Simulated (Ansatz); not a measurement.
**Mg3Sb2: a prediction, then the measurements**

Theory: DFT r2SCAN, scalar-relativistic, plane waves, PAW in Ansatz.

Settings: cutoff 500 eV, Γ-centred mesh 6×6×4 on the computed 5-atom cell, Gaussian smearing of 0.02 eV; no spin polarisation.

Relaxed structure, symmetry kept:

```cif
data_structure
_symmetry_space_group_name_H-M 'P-3m1'
_symmetry_Int_Tables_number 164
_cell_length_a 4.5692
_cell_length_b 4.5692
_cell_length_c 7.2404
_cell_angle_alpha 90.000
_cell_angle_beta 90.000
_cell_angle_gamma 120.000
_cell_volume 130.91
loop_
_atom_site_label
_atom_site_type_symbol
_atom_site_symmetry_multiplicity
_atom_site_Wyckoff_symbol
_atom_site_fract_x
_atom_site_fract_y
_atom_site_fract_z
_atom_site_occupancy
Mg1 Mg 2 d 0.33333 0.66667 0.63366 1
Mg2 Mg 1 a 0.00000 0.00000 0.00000 1
Sb1 Sb 2 d 0.33333 0.66667 0.22874 1
```

- Space group: P-3m1 (No. 164)
- Volume per atom: 176.7 bohr³
- Formation energy from the elements' standard states (uncorrected): -0.496 eV/atom
- Generalised Kohn–Sham band gap: 0.59 eV, indirect from Γ to (0.000, 0.422, 0.339)
- Löwdin character of the top 1 eV of the valence band: Sb 5p 94 %, unprojected 5 %
- Löwdin character of the lowest 1 eV of the conduction band: Mg 3s 58 %, Sb 5p 14 %, unprojected 24 %
- Electron masses at the edge by Cartesian direction of the standard setting (m_e; degenerate bands sorted by energy; no spin-orbit coupling): x: 0.13; y: 0.49; z: 0.19
- Hole masses at the edge by Cartesian direction of the standard setting (m_e; degenerate bands sorted by energy; no spin-orbit coupling): x: 1.1; y: 1.1; z: 0.085
- Bulk modulus: 46 GPa
- Its pressure derivative: 4.2
- Electronic dielectric constant xx, yy, zz of the standard setting (independent particles): 11.2, 11.2, 12.6
- Bader charges (e): Mg (2 in the cell) 1.56, Mg (1 in the cell) 1.61, Sb (2 in the cell) -2.36

Spin-orbit coupling is left out, which matters for the bands of heavy elements.

**What was measured.**

“Chemical bonding origin of the unexpected isotropic physical properties in thermoelectric Mg3Sb2 and related materials”, 2018, pmc:6226478 reports, for a powder of Mg3Sb2 at 299 K: lattice constant a 4.56187 ± 0.00003 Å; lattice constant c 7.22944 ± 0.00006 Å.

Against the measured lattice constant a of Mg3Sb2, 4.56187 Å (299 K; powder; the paper above), the calculated 4.569 Å is off by +0.2 %. Against the measured lattice constant c of Mg3Sb2, 7.22944 Å (299 K; powder; the paper above), the calculated 7.240 Å is off by +0.2 %. The calculation is for 0 K without zero-point motion.